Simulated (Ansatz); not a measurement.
# SiO2: further runs on the relaxed cell

One table from this session's results is given with a row withheld; the runs are named, their logs left out.

Program: Ansatz 0.2.0. Level of theory: DFT LDA, scalar-relativistic, plane waves, PAW. These are calculated values, not measurements.

1 further run of the same task is left out (set aside as unsound or not needed). Runs told in other sessions of the task aren't counted.

### The structure to begin with

Symmetry: Imma, No. 74, orthorhombic system. The conventional cell has a = 5.230 Å, b = 9.476 Å, c = 8.873 Å, α = 90.00°, β = 90.00°, γ = 90.00°. Si (site symmetry m) has 4 O at 1.59 to 1.61 Å in its first shell of neighbours. O (site symmetry mm2) is surrounded by 2 Si at 1.61 Å. Around O (site symmetry 2) lie 2 Si at 1.60 Å. O (site symmetry 2/m) has 2 Si at 1.59 Å in its first shell of neighbours.

As a file:

```cif
data_structure
_symmetry_space_group_name_H-M 'Imma'
_symmetry_Int_Tables_number 74
_cell_length_a 5.2301
_cell_length_b 9.4757
_cell_length_c 8.8734
_cell_angle_alpha 90.000
_cell_angle_beta 90.000
_cell_angle_gamma 90.000
_cell_volume 439.76
loop_
_atom_site_label
_atom_site_type_symbol
_atom_site_symmetry_multiplicity
_atom_site_Wyckoff_symbol
_atom_site_fract_x
_atom_site_fract_y
_atom_site_fract_z
_atom_site_occupancy
Si1 Si 8 h 0.00000 0.08345 0.84410 1
O1 O 4 e 0.50000 0.75000 0.37784 1
O2 O 8 g 0.75000 0.04029 0.75000 1
O3 O 4 a 0.00000 0.00000 0.00000 1
```

It goes back to an entry of the Materials Project, which need not be the stable form.

It is the result of an earlier relaxation at this level (volume 18.32 Å³/atom; gap on the mesh: 5.43 eV).

The first run:

File input.yaml:

```yaml
crystal:
  lattice:
    - [-2.5886468613, 4.6900116953, 4.3918744524]
    - [2.5886468613, -4.6900116953, 4.3918744524]
    - [2.5886468613, 4.6900116953, -4.3918744524]
  atoms:
    - { symbol: Si, position: [0.9275554426, 0.8441015192, 0.0834539234] }
    - { symbol: Si, position: [0.7393524042, 0.1558984808, 0.5834539234] }
    - { symbol: Si, position: [0.0724445574, 0.1558984808, 0.9165460766] }
    - { symbol: Si, position: [0.2606475958, 0.8441015192, 0.4165460766] }
    - { symbol: O, position: [0.1278353233, 0.8778353233, 0.25] }
    - { symbol: O, position: [0.8721646767, 0.1221646767, 0.75] }
    - { symbol: O, position: [0.7902925, 0.5, 0.7902925] }
    - { symbol: O, position: [0.2097075, 0.0, 0.7097075] }
    - { symbol: O, position: [0.2097075, 0.5, 0.2097075] }
    - { symbol: O, position: [0.7902925, 0.0, 0.2902925] }
    - { symbol: O, position: [0.0, 0.0, 0.0] }
    - { symbol: O, position: [0.5, 0.0, 0.5] }
basis:
  ecutwfc: 420
kpoints:
  mp_grid: { grid: [6, 6, 6] }
hamiltonian:
  xc: lda
scf:
  occupations: { method: gaussian, width: 0.02 }
output:
  forces: true
  stress: true
  eigenvalues: true
relax:
  adjacent_minimum: "off"
  f_tol: 0.01
  max_steps: 30
  cell: { stress_tol: 0.1, fix: [volume] }
```

Started as:

```sh
ansatz run input.yaml --threads 2 --pin off --max-ram 5120MiB --backend cpu --events-out ev --progress --plain --runs-dir out
```

Among the steps run: The cell scaled to 0.97 of its volume; Volume × 1.03; Volume × 0.94; Point at V/V0 = 1.06; Volume × 0.91; The cell scaled to 1.10 of its volume; Point at V/V0 = 0.88.

One of the session's tables, all rows but one given; the rest of the session is left out.

It belongs to the step «Fit of the equation of state». 

```
volume (Å³/atom)  energy above the lowest point (meV/atom)  pressure (GPa)  gap on the mesh (eV)
          16.125                                       6.3            0.71                  5.38
          16.674                                       4.0            0.65                  5.38
          17.224                                       2.0            0.54                  5.39
          17.774                                         ?               ?                     ?
          18.323                                       0.0           -0.02                  5.43
          18.873                                       2.2           -1.60                  5.44
          19.423                                      12.2           -4.36                  5.38
          20.156                                      40.0           -7.75                  5.23
```

**Question.** Estimate the row for volume (Å³/atom) = 17.774.

Worked estimate for «energy above the lowest point (meV/atom)». A straight line through the neighbours (17.224, 2.0) and (18.323, 0.0) gives 2.0 + (0.0 − 2.0) × (17.774 − 17.224) / (18.323 − 17.224) = 1.0; a parabola fitted to 4 rows on both sides gives 0.3.

**Answer.** energy above the lowest point (meV/atom): 0.6; pressure (GPa): 0.37; gap on the mesh (eV): 5.41. In «energy above the lowest point (meV/atom)» the line misses by +0.4 and the parabola by -0.3.
